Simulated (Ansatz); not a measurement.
The system is Te2Mo.

```xyz
12
Lattice="6.3464 0.0000 0.0000 0.0000 3.4942 0.0000 -0.5490 0.0000 14.8562" Properties=species:S:1:pos:R:3 pbc="T T T"
Te    0.1800    1.7471    5.9631
Te    5.6131    0.0000    8.8977
Te    3.4010    0.0000    5.3789
Te    2.3947    1.7471    9.4823
Te    0.5021    0.0000    2.0490
Te    5.2987    1.7471   12.8023
Te    3.6338    1.7471    1.4641
Te    2.1666    0.0000   13.3877
Mo    1.7506    0.0000    7.5295
Mo    4.0433    1.7471    7.3318
Mo    1.1482    1.7471    0.0970
Mo    4.6525    0.0000   14.7535
```

The cell is a database's computed one.

```yaml
Program: Ansatz 0.2.0
Task: relaxation of cell and atoms
Functional: PBE
Potentials_or_basis: Ansatz PAW
Cutoff: "420 eV (not typed: the program's choice for these potentials)"
k_mesh: 3 × 6 × 2
Occupations: fermi-dirac, width 0.05 eV
Spin: no spin polarisation
```

At the start: volume 27.45 Å³/atom.

**Question.** How do energy, volume and symmetry change on relaxing?

**Answer.** It ends after 9 steps and the volume is 29.01 Å³/atom (+5.7 %); space group P2_1/m (No. 11, to 0.05 Å).

The path:
```tsv
step	energy change (eV)	largest force (eV/Å)	volume (Å³)
1	0.0000	0.2202	329.45
2	-0.0171	0.0157	331.71
3	-0.0228	0.0207	335.41
4	-0.0273	0.0135	342.33
5	-0.0278	0.0043	344.87
6	-0.0277	0.0048	347.15
7	-0.0276	0.0026	347.63
8	-0.0276	0.0050	348.13
9	-0.0307	0.0050	348.13
```

Final structure:
```
Te Mo
1.0
     6.37071    0.00000    0.04904
     0.00000    3.46829    0.00000
    -0.43634    0.00000   15.75228
Te Mo
8 4
Direct
  0.06486 0.50000 0.40607
  0.93500 0.00000 0.59397
  0.57417 0.00000 0.36877
  0.42568 0.50000 0.63127
  0.08713 0.00000 0.13124
  0.91301 0.50000 0.86872
  0.57433 0.50000 0.09392
  0.42581 0.00000 0.90604
  0.31958 0.00000 0.50574
  0.68028 0.50000 0.49431
  0.18101 0.50000 0.00570
  0.81913 0.00000 0.99426
```

Caveat: the plane-wave basis is chosen anew once the cell has moved, so the energies of steps on either side of that aren't comparable; this functional lacks dispersion, which binds the layers, so the pressure and a relaxed spacing across them are unreliable.
